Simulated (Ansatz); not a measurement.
## Cu2O (Cuprite) under changes of volume

One of the cells (12.885 Å³/atom); the others are scaled copies at fixed shape and fractional positions:

```xyz
6
Lattice="4.2600 0.0000 0.0000 0.0000 4.2600 0.0000 0.0000 0.0000 4.2600" Properties=species:S:1:pos:R:3 pbc="T T T"
Cu    3.1950    1.0650    3.1950
Cu    3.1950    3.1950    1.0650
Cu    1.0650    3.1950    3.1950
Cu    1.0650    1.0650    1.0650
O     2.1300    2.1300    2.1300
O     0.0000    0.0000    0.0000
```

```yaml
Program: Ansatz 0.2.0
Functional: PBE
Dispersion: D4
Potentials_or_basis: Ansatz PAW
Cutoff: "420 eV (not typed: the program's choice for these potentials)"
k_mesh: 6 × 6 × 6
Occupations: fermi-dirac, width 0.05 eV
Spin: no spin polarisation
```

```tsv
volume (Å³/atom)	energy over the lowest point (meV/atom)	pressure (GPa)	gap on the mesh (eV)
12.112	16.67	8.0	0.68
12.369	6.44	4.8	0.63
12.627	?	?	?
12.885	0.00	-0.6	0.53
13.142	2.84	-2.9	0.49
13.400	9.10	-4.9	0.45
13.658	18.38	-6.7	0.41
```

Task: What does the run at 12.627 Å³/atom give?

Result: Energy over the lowest point 1.07 meV/atom; pressure 2.0 GPa; gap on the mesh 0.58 eV.

Worked out: A Birch-Murnaghan fit of order 3 (a polynomial in V^(-2/3)) to the other rows has its minimum at 12.82 Å³/atom with B0 = V·E''(V) = 123 GPa and B' = 4.9. It gives 1.04 meV/atom at 12.627 Å³/atom, against the run's 1.07, and -dE/dV = 1.9 GPa, against 2.0. A straight line through the other rows of the gap, of slope -2.25 eV per unit of ln V (its deformation potential), gives 0.58 eV, against the run's 0.58.

Energies are extrapolated to zero smearing.

A mesh can miss the band edges.
